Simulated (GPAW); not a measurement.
# Bi (C2/m) in GPAW: phonons with PBE

Aim: the phonons of Bi with PBE.

Everything below comes from runs of GPAW 26.7.0. Logs are shortened: lines on timing, memory, paths and dates and some standing lists are left out, and cuts for length are marked. The log counts tension as positive stress, the text compression.

## Step 1: The structure

The structure is monoclinic, space group C2/m (No. 12). The conventional cell has a = 6.977 Å, b = 6.265 Å, c = 3.359 Å, α = 90.00°, β = 112.04°, γ = 90.00°. Bi (site symmetry m) is surrounded by 6 Bi at 3.21 to 3.45 Å.

This isn't the form of Bi at room conditions, which is rhombohedral.

## Step 2: Phonons, PBE

File run.py:

```python
import json
import numpy as np
from ase import Atoms
from ase.constraints import FixSymmetry
from ase.filters import FrechetCellFilter
from ase.io import read, write
from ase.optimize import BFGS
from phonopy import Phonopy
from phonopy.structure.atoms import PhonopyAtoms
from gpaw import GPAW, PW

atoms = read('POSCAR')

calc = GPAW(mode=PW(600),
            xc='PBE',
            kpts={'size': (4, 4, 6), 'gamma': True},
            occupations={'name': 'fermi-dirac', 'width': 0.05},
            nbands=25,
            convergence={'density': 1e-06, 'eigenstates': 1e-09},
            maxiter=150,
            txt='gpaw.txt')
atoms.calc = calc
atoms.set_constraint(FixSymmetry(atoms))
BFGS(FrechetCellFilter(atoms), trajectory='relax.traj', logfile='-').run(fmax=0.005, steps=40)
atoms.set_constraint()
energy = atoms.get_potential_energy()
forces = atoms.get_forces()
stress = atoms.get_stress()
calc.write('gs.gpw')
write('result.traj', atoms)
print('Cell:', atoms.cell.cellpar().round(4))
print(atoms.get_scaled_positions().round(5))

def force_constants(scale):
    unit = PhonopyAtoms(symbols=atoms.get_chemical_symbols(), cell=atoms.cell[:] * scale**(1 / 3),
                        scaled_positions=atoms.get_scaled_positions())
    ph = Phonopy(unit, supercell_matrix=np.diag([1, 1, 1]), primitive_matrix=np.eye(3), symprec=1e-4)
    ph.generate_displacements(distance=0.03)
    forces = []
    for i, sc in enumerate(ph.supercells_with_displacements):
        a = Atoms(sc.symbols, cell=sc.cell, scaled_positions=sc.scaled_positions, pbc=True)
        c = GPAW(mode=PW(510),
                 xc='PBE',
                 kpts={'size': (4, 4, 6), 'gamma': True},
                 occupations={'name': 'fermi-dirac', 'width': 0.05},
                 nbands=25,
                 convergence={'density': 1e-06, 'eigenstates': 1e-09},
                 maxiter=150,
                 txt=f'disp-{scale:.3f}-{i:02d}.txt')
        a.calc = c
        f = a.get_forces()
        forces.append(f - f.mean(axis=0))
        print(f'displacement {i}: drift', f.mean(axis=0).round(5), flush=True)
    ph.forces = forces
    ph.produce_force_constants()
    ph.symmetrize_force_constants()
    return ph

qpoints = [[0.0, 0.0, 0.0]]
results = {}
for scale in [1.0]:
    ph = force_constants(scale)
    ph.run_qpoints(qpoints)
    nu = ph.qpoints.frequencies * 33.35641  # THz to cm^-1
    results[f'{scale:.3f}'] = nu.tolist()
    for qp, f in zip(qpoints, nu):
        print(scale, np.round(qp, 4), f.round(2))
json.dump(results, open('phonons.json', 'w'))
```

File POSCAR:

```
Bi
1.0
    3.4885980000     -3.1325780000      0.0000000000
    3.4885980000      3.1325780000      0.0000000000
   -1.2602350000      0.0000000000      3.1135500000
Bi
2
Direct
    0.7530610000      0.7530610000      0.8573820000
    0.2469390000      0.2469390000      0.1426180000
```

Potentials or basis: GPAW PAW data sets (gpaw-data 1.2.1), pw.

Command:

```sh
$ OMP_NUM_THREADS=1 python run.py
```

gpaw.txt:

```text
__  _  _
 | _ |_)|_||  |
 |__||  | ||/\| - 26.7.0

Input parameters:
  mode=PW(ecut=600.0),
  convergence={'density': 1e-06, 'eigenstates': 1e-09},
  kpts=MonkhorstPack(size=(4, 4, 6), gamma=True),
  maxiter=150,
  nbands=25,
  occupations=Occupations(name='fermi-dirac', width=0.05),
  xc=XC(name='PBE')

Diagonalizing LCAO Hamiltonian
Converting LCAO to pw mode

             Bi

       Bi

Atoms  # Å, Bohr magnetons
|   | symbol |        x |         y |        z |    initial magnetic moments |
|---|--------|----------|-----------|----------|-----------------------------|
| 0 |     Bi | 4.173751 | -0.000000 | 2.669502 | ( 0.0000,  0.0000,  0.0000) |
| 1 |     Bi | 1.543210 | -0.000000 | 0.444048 | ( 0.0000,  0.0000,  0.0000) |
[... 124 lines left out ...]
SCF iterations
|iter     | |      energy | eigst |  dens |
|---------|-|-------------|-------|-------|
|iter:   1| |   -9.257838 | -0.44 |       |
|iter:   2| |   -9.263908 | -2.68 | -1.79 |
|iter:   3| |   -9.276201 | -3.18 | -1.82 |
|iter:   4| |   -9.282035 | -3.55 | -2.17 |
|iter:   5| |   -9.283377c| -4.11 | -2.57 |
|iter:   6| |   -9.283387c| -5.98 | -3.42 |
|iter:   7| |   -9.283389c| -6.77 | -4.19 |
|iter:   8| |   -9.283390c| -7.31 | -4.71 |
|iter:   9| |   -9.283390c| -8.49 | -5.43 |
|iter:  10| |   -9.283390c| -9.60c| -5.80 |
|iter:  11| |   -9.283390c|-10.30c| -6.24c|

Converged in 11 steps
Energy contributions relative to reference atoms: (reference = -1169696.765905)

Energy contributions:
  Kinetic:          30.808061
  Coulomb:         -28.719389
  Zero:             -2.960123
  External:          0.000000
  Xc:               -8.407074
  Entropy:          -0.009732
  Spinorbit:         0.000000
  ----------------------------
  Free energy:      -9.288256
  Extrapolated:     -9.283390
[... 23 lines left out ...]
|         20 |        14.710 |     0.000 |
|         21 |        15.222 |     0.000 |
|        ... |               |           |
|         24 |        17.072 |     0.000 |

No gap
No difference between direct/indirect transitions

Stress tensor  # eV/Ang^3
|         x |        y |         z |
|-----------|----------|-----------|
| -0.005238 | 0.000000 | -0.000752 |
|  0.000000 | 0.004001 |  0.000000 |
| -0.000752 | 0.000000 |  0.003714 |

Forces  # eV/Ang
|        x |       y |        z |
|----------|---------|----------|
|  0.04246 | 0.00000 |  0.10507 |  # Bi   0
| -0.04246 | 0.00000 | -0.10507 |  # Bi   1

Interpolating wave functions to new cell
[... 183 lines left out ...]
|         20 |        14.723 |     0.000 |
|         21 |        15.253 |     0.000 |
|        ... |               |           |
|         24 |        17.086 |     0.000 |

No gap
No difference between direct/indirect transitions

Stress tensor  # eV/Ang^3
|         x |        y |         z |
|-----------|----------|-----------|
| -0.004798 | 0.000000 | -0.000676 |
|  0.000000 | 0.003078 |  0.000000 |
| -0.000676 | 0.000000 |  0.003426 |

Forces  # eV/Ang
|        x |       y |        z |
|----------|---------|----------|
|  0.04314 | 0.00000 |  0.09878 |  # Bi   0
| -0.04314 | 0.00000 | -0.09878 |  # Bi   1

Interpolating wave functions to new cell
[... 185 lines left out ...]
|         20 |        14.866 |     0.000 |
|         21 |        15.534 |     0.000 |
|        ... |               |           |
|         24 |        17.208 |     0.000 |

No gap
No difference between direct/indirect transitions

Stress tensor  # eV/Ang^3
|         x |         y |         z |
|-----------|-----------|-----------|
| -0.000246 |  0.000000 |  0.000919 |
|  0.000000 | -0.005424 | -0.000000 |
|  0.000919 | -0.000000 |  0.000475 |

Forces  # eV/Ang
|        x |       y |        z |
|----------|---------|----------|
|  0.04575 | 0.00000 |  0.03512 |  # Bi   0
| -0.04575 | 0.00000 | -0.03512 |  # Bi   1

Interpolating wave functions to new cell
[... 134 lines left out ...]
SCF iterations
|iter     | |      energy | eigst |  dens |
|---------|-|-------------|-------|-------|
|iter:   1| |   -9.291317 | -3.31 |       |
|iter:   2| |   -9.291275 | -5.47 | -2.94 |
|iter:   3| |   -9.290994c| -5.31 | -2.98 |
|iter:   4| |   -9.290986c| -6.50 | -3.79 |
|iter:   5| |   -9.290986c| -7.57 | -4.34 |
|iter:   6| |   -9.290987c| -7.76 | -4.71 |
|iter:   7| |   -9.290987c| -9.63c| -5.54 |
|iter:   8| |   -9.290987c|-10.08c| -6.14c|

Converged in 8 steps
Energy contributions relative to reference atoms: (reference = -1169696.765905)

Energy contributions:
  Kinetic:          31.432885
  Coulomb:         -29.246865
  Zero:             -2.959016
  External:          0.000000
  Xc:               -8.513804
  Entropy:          -0.008373
  Spinorbit:         0.000000
  ----------------------------
  Free energy:      -9.295173
  Extrapolated:     -9.290987
[... 23 lines left out ...]
|         20 |        14.835 |     0.000 |
|         21 |        15.516 |     0.000 |
|        ... |               |           |
|         24 |        17.193 |     0.000 |

No gap
No difference between direct/indirect transitions

Stress tensor  # eV/Ang^3
|         x |         y |        z |
|-----------|-----------|----------|
| -0.000541 |  0.000000 | 0.000579 |
|  0.000000 | -0.004277 | 0.000000 |
|  0.000579 |  0.000000 | 0.000787 |

Forces  # eV/Ang
|        x |        y |        z |
|----------|----------|----------|
|  0.04015 | -0.00000 |  0.03707 |  # Bi   0
| -0.04015 |  0.00000 | -0.03707 |  # Bi   1

Interpolating wave functions to new cell

             Bi

       Bi

Atoms  # Å, Bohr magnetons
|   | symbol |        x |         y |        z |    initial magnetic moments |
|---|--------|----------|-----------|----------|-----------------------------|
| 0 |     Bi | 4.250949 | -0.000000 | 2.663263 | ( 0.0000,  0.0000,  0.0000) |
| 1 |     Bi | 1.554923 | -0.000000 | 0.419551 | ( 0.0000,  0.0000,  0.0000) |
[... 174 lines left out ...]
|         20 |        14.706 |     0.000 |
|         21 |        15.514 |     0.000 |
|        ... |               |           |
|         24 |        17.145 |     0.000 |

No gap
No difference between direct/indirect transitions

Stress tensor  # eV/Ang^3
|         x |         y |         z |
|-----------|-----------|-----------|
| -0.000836 |  0.000000 | -0.000697 |
|  0.000000 | -0.000740 |  0.000000 |
| -0.000697 |  0.000000 |  0.001572 |

Forces  # eV/Ang
|        x |       y |        z |
|----------|---------|----------|
|  0.00697 | 0.00000 |  0.02543 |  # Bi   0
| -0.00697 | 0.00000 | -0.02543 |  # Bi   1

Interpolating wave functions to new cell
[... 184 lines left out ...]
|         20 |        14.642 |     0.000 |
|         21 |        15.565 |     0.000 |
|        ... |               |           |
|         24 |        17.142 |     0.000 |

No gap
No difference between direct/indirect transitions

Stress tensor  # eV/Ang^3
|         x |         y |         z |
|-----------|-----------|-----------|
| -0.000536 |  0.000000 | -0.001265 |
|  0.000000 | -0.000078 |  0.000000 |
| -0.001265 |  0.000000 |  0.001709 |

Forces  # eV/Ang
|        x |       y |        z |
|----------|---------|----------|
| -0.01617 | 0.00000 |  0.00660 |  # Bi   0
|  0.01617 | 0.
[... cut ...]
 transitions

Stress tensor  # eV/Ang^3
|         x |        y |         z |
|-----------|----------|-----------|
| -0.000176 | 0.000000 |  0.000039 |
|  0.000000 | 0.000007 |  0.000000 |
|  0.000039 | 0.000000 | -0.000247 |

Forces  # eV/Ang
|        x |       y |        z |
|----------|---------|----------|
|  0.00055 | 0.00000 | -0.00386 |  # Bi   0
| -0.00055 | 0.00000 |  0.00386 |  # Bi   1

Interpolating wave functions to new cell
[... 182 lines left out ...]
|         20 |        14.434 |     0.000 |
|         21 |        15.941 |     0.000 |
|        ... |               |           |
|         24 |        17.450 |     0.000 |

No gap
No difference between direct/indirect transitions

Stress tensor  # eV/Ang^3
|         x |         y |         z |
|-----------|-----------|-----------|
| -0.000194 |  0.000000 | -0.000025 |
|  0.000000 | -0.000040 |  0.000000 |
| -0.000025 |  0.000000 | -0.000114 |

Forces  # eV/Ang
|        x |       y |        z |
|----------|---------|----------|
|  0.00084 | 0.00000 | -0.00356 |  # Bi   0
| -0.00084 | 0.00000 |  0.00356 |  # Bi   1

Interpolating wave functions to new cell
[... 182 lines left out ...]
|         20 |        14.433 |     0.000 |
|         21 |        15.936 |     0.000 |
|        ... |               |           |
|         24 |        17.447 |     0.000 |

No gap
No difference between direct/indirect transitions

Stress tensor  # eV/Ang^3
|         x |         y |         z |
|-----------|-----------|-----------|
| -0.000149 |  0.000000 | -0.000038 |
|  0.000000 | -0.000031 |  0.000000 |
| -0.000038 |  0.000000 | -0.000031 |

Forces  # eV/Ang
|        x |       y |        z |
|----------|---------|----------|
|  0.00132 | 0.00000 | -0.00313 |  # Bi   0
| -0.00132 | 0.00000 |  0.00313 |  # Bi   1

Interpolating wave functions to new cell
[... 182 lines left out ...]
|         20 |        14.430 |     0.000 |
|         21 |        15.930 |     0.000 |
|        ... |               |           |
|         24 |        17.444 |     0.000 |

No gap
No difference between direct/indirect transitions

Stress tensor  # eV/Ang^3
|         x |        y |         z |
|-----------|----------|-----------|
| -0.000029 | 0.000000 | -0.000028 |
|  0.000000 | 0.000004 |  0.000000 |
| -0.000028 | 0.000000 |  0.000080 |

Forces  # eV/Ang
|        x |       y |        z |
|----------|---------|----------|
|  0.00217 | 0.00000 | -0.00244 |  # Bi   0
| -0.00217 | 0.00000 |  0.00244 |  # Bi   1

# Writing to gs.gpw (mode='')
```

Wall time 7.2 min (1 thread of Intel Xeon Platinum 8375C at 2.90GHz (Ice Lake), shared host); peak memory 0.41 GiB.

Results:

| Property | Result |
| --- | --- |
| Free energy | -9.3011 eV |
| Relaxed volume | 34.34 Å³/atom |
| Relaxed cell | a = 4.782 Å, b = 4.782 Å, c = 3.269 Å, α = 106.49°, β = 106.49°, γ = 83.12° |
| Space group after relaxing (to 0.05 Å) | C2/m (No. 12) |
| Pressure after relaxing | 0.0 GPa |
| Largest force after relaxing | 0.003 eV/Å |
| Band gap on the k mesh | none (metal or under the smearing width) |
| Highest phonon frequency at Γ | 90 cm⁻¹ |

Forces in eV/Å, atoms in the order of the input:
```
Bi   0.002  0.000 -0.002
Bi  -0.002  0.000  0.002
```

Final structure:
```
CELL_PARAMETERS angstrom
3.57842 -3.17260 0.03005
3.57842 3.17260 0.03005
-1.26501 0.00000 3.01384
ATOMIC_POSITIONS crystal
Bi 0.75670 0.75670 0.86786
Bi 0.24330 0.24330 0.13214
```

Phonon frequencies in cm⁻¹ (negative: imaginary):
```
              q point     frequencies
(0.000, 0.000, 0.000)  0 0 0 50 83 90
```

Caveat: the cutoff is short for stress and forces, so pressures can be off by a GPa or more; spin-orbit coupling is left out, which moves the levels of the heavy elements.
